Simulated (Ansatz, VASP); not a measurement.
Bi: VASP beside Ansatz

File INCAR:

```
PREC = Accurate
ENCUT = 600
EDIFF = 1E-6
ISMEAR = -1
SIGMA = 0.05
LREAL = F
LASPH = T
NELM = 100
ALGO = Normal
ISIF = 3
LWAVE = F
LCHARG = F
GGA = PE
IBRION = 2
NSW = 100
EDIFFG = -0.01
```

The input KPOINTS:

```
regular mesh
0
Gamma
  6 6 6
```

POSCAR

```
Bi
1.0
    2.2675000000      1.3091417354      3.9380000000
   -2.2675000000      1.3091417354      3.9380000000
    0.0000000000     -2.6182834708      3.9380000000
Bi
2
Direct
    0.2265312100      0.2274869400      0.2403358500
    0.7688458000      0.7901793900      0.7739823800
```

Input for Ansatz:

```yaml
crystal:
  lattice:
    - [2.2675, 1.3091417354, 3.938]
    - [-2.2675, 1.3091417354, 3.938]
    - [0.0, -2.6182834708, 3.938]
  atoms:
    - { symbol: Bi, position: [0.22653121, 0.22748694, 0.24033585] }
    - { symbol: Bi, position: [0.7688458, 0.79017939, 0.77398238] }
kpoints:
  mp_grid: { grid: [6, 6, 6] }
scf:
  occupations: { method: fermi_dirac, width: 0.05 }
hamiltonian:
  xc: pbe
  pseudopotentials: { kind: all_electron, lapw: { basis_error: 0.001 } }
output:
  forces: true
  stress: true
relax:
  f_tol: 0.01
  max_steps: 80
  cell: {}
```

Alike in both runs: task relaxation of cell and atoms; functional PBE; k mesh 6 × 6 × 6; occupations fermi-dirac, width 0.05 eV; no spin polarisation.

|  | VASP | Ansatz |
| --- | --- | --- |
| version | VASP 6.6.1 | Ansatz 0.2.0 |
| potentials or method | VASP PAW PBE potentials, release 64 (Bi_d) | all-electron LAPW, scalar-relativistic |
| plane-wave cutoff (eV) | 600 | see its input |

```csv
,VASP,Ansatz,Ansatz less VASP
relaxed volume (Å³/atom),36.99,37.06,+0.069
relaxed cell length with the largest relative difference (Å),4.826,4.845,+0.0193
energy change over the relaxation (meV/atom),-63,-63,-0.1
```

Ansatz ran all-electron here, so the differences hold the error of VASP's frozen core and of both bases.

 PBE usually gives volumes a little too large and moduli too small. Zero-point motion and thermal expansion aren't in these numbers.
